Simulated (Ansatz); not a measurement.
Computed with Ansatz 0.2.0, DFT PBE, scalar-relativistic, plane waves, PAW. All cells share a 420 eV cutoff and Γ-centred k meshes spaced at most 0.3 Å⁻¹ (0.19 for metals, 2π included).

These are static lattice energies at zero pressure. Larger cells and other orderings weren't all tried, so the list isn't exhaustive. For metals, differences of a few meV/atom aren't resolved. Spin–orbit coupling is left out. No run is spin-polarised.

(1) Which of these relaxed structures of Bi₃S₂ is the lowest in energy?
A.

```cif
data_structure
_symmetry_space_group_name_H-M 'R-3m:H'
_symmetry_Int_Tables_number 166
_cell_length_a 9.2570
_cell_length_b 9.2570
_cell_length_c 6.2206
_cell_angle_alpha 90.000
_cell_angle_beta 90.000
_cell_angle_gamma 120.000
_cell_volume 461.64
loop_
_atom_site_label
_atom_site_type_symbol
_atom_site_symmetry_multiplicity
_atom_site_Wyckoff_symbol
_atom_site_fract_x
_atom_site_fract_y
_atom_site_fract_z
_atom_site_occupancy
Bi1 Bi 9 d 0.83333 0.16667 0.16667 1
S1 S 6 c 0.00000 0.00000 0.67582 1
```

B.

```cif
data_structure
_symmetry_space_group_name_H-M 'R-3m:H'
_symmetry_Int_Tables_number 166
_cell_length_a 4.0643
_cell_length_b 4.0643
_cell_length_c 29.9488
_cell_angle_alpha 90.000
_cell_angle_beta 90.000
_cell_angle_gamma 120.000
_cell_volume 428.44
loop_
_atom_site_label
_atom_site_type_symbol
_atom_site_symmetry_multiplicity
_atom_site_Wyckoff_symbol
_atom_site_fract_x
_atom_site_fract_y
_atom_site_fract_z
_atom_site_occupancy
Bi1 Bi 3 a 0.00000 0.00000 0.00000 1
Bi2 Bi 6 c 0.33333 0.66667 0.86831 1
S1 S 6 c 0.66667 0.33333 0.72081 1
```

Answers

(1) B. The R-3m (No. 166) one; the other lies 162 meV/atom higher.